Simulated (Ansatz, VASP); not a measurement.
# PbO (Litharge) in VASP and in Ansatz

The input INCAR:

```
PREC = Accurate
ENCUT = 520
EDIFF = 1E-7
ISMEAR = -1
SIGMA = 0.05
LREAL = False
LASPH = True
NELM = 80
ALGO = Normal
ISIF = 2
LWAVE = False
LCHARG = False
GGA = PS
NBANDS = 28
```

Contents of KPOINTS:

```
regular mesh
0
Gamma
  7 7 6
```

POSCAR

```
PbO
1.0
    4.0164246111      0.0000000000      0.0000000000
    0.0000000000      4.0164246111      0.0000000000
    0.0000000000      0.0000000000      5.0431797749
Pb O
2 2
Direct
    0.5000000000      0.0000000000      0.7600000000
    0.0000000000      0.5000000000      0.2400000000
    0.5000000000      0.5000000000      0.0000000000
    0.0000000000      0.0000000000      0.0000000000
```

input.yaml

```yaml
crystal:
  lattice:
    - [4.0164246111, 0.0, 0.0]
    - [0.0, 4.0164246111, 0.0]
    - [0.0, 0.0, 5.0431797749]
  atoms:
    - { symbol: Pb, position: [0.5, 0.0, 0.76] }
    - { symbol: Pb, position: [0.0, 0.5, 0.24] }
    - { symbol: O, position: [0.5, 0.5, 0.0] }
    - { symbol: O, position: [0.0, 0.0, 0.0] }
hamiltonian:
  xc: pbesol
  pseudopotentials: { kind: paw }
kpoints:
  mp_grid: { grid: [7, 7, 6] }
scf:
  occupations: { method: fermi_dirac, width: 0.05 }
output:
  forces: true
  stress: true
  eigenvalues: true
```

Change from the starting cell: volume scaled by 1.02.

Alike in both runs: task single point; functional PBEsol; k mesh 7 × 7 × 6; occupations fermi-dirac, width 0.05 eV; no spin polarisation.

```csv
,VASP,Ansatz
version,VASP 6.6.1,Ansatz 0.2.0
potentials or method,"VASP PAW PBE potentials, release 64 (Pb_d, O)",Ansatz PAW
plane-wave cutoff (eV),520,420
valence electrons in the cell,40,40
```

Ansatz gave:

```
gap on the k mesh at the Fermi level (eV)       : 1.39
least direct gap on the mesh (eV)               : 2.27
pressure (GPa)                                  : -2.4
largest component of the traceless stress (GPa) : 0.08
rms of the force components (eV/Å)              : 0.234
```

**Question.** Which values does VASP return?

**Answer.** gap on the k mesh at the Fermi level (eV): 1.40; least direct gap on the mesh (eV): 2.26; pressure (GPa): -2.4; largest component of the traceless stress (GPa): 0.09; rms of the force components (eV/Å): 0.218.

Atom by atom the forces differ by 0.015 eV/Å (rms over components).

Caveats: spin-orbit coupling is left out, which as a rule narrows the gap of such compounds by several tenths of an eV; the PAW data sets were made with another functional, which shifts forces and pressure a little (VASP); an odd mesh through Γ misses points on the zone boundary, where band edges often lie (VASP); odd divisions of the mesh miss points on the zone boundary, where band edges often lie, so the gap on the mesh can be too wide (Ansatz); the pressure holds a Pulay correction of +0.3 GPa for the finite cutoff (Ansatz); the PAW data sets come from PBE, with cores solved anew for the run's functional, which leaves a small shift of forces and pressure (Ansatz).
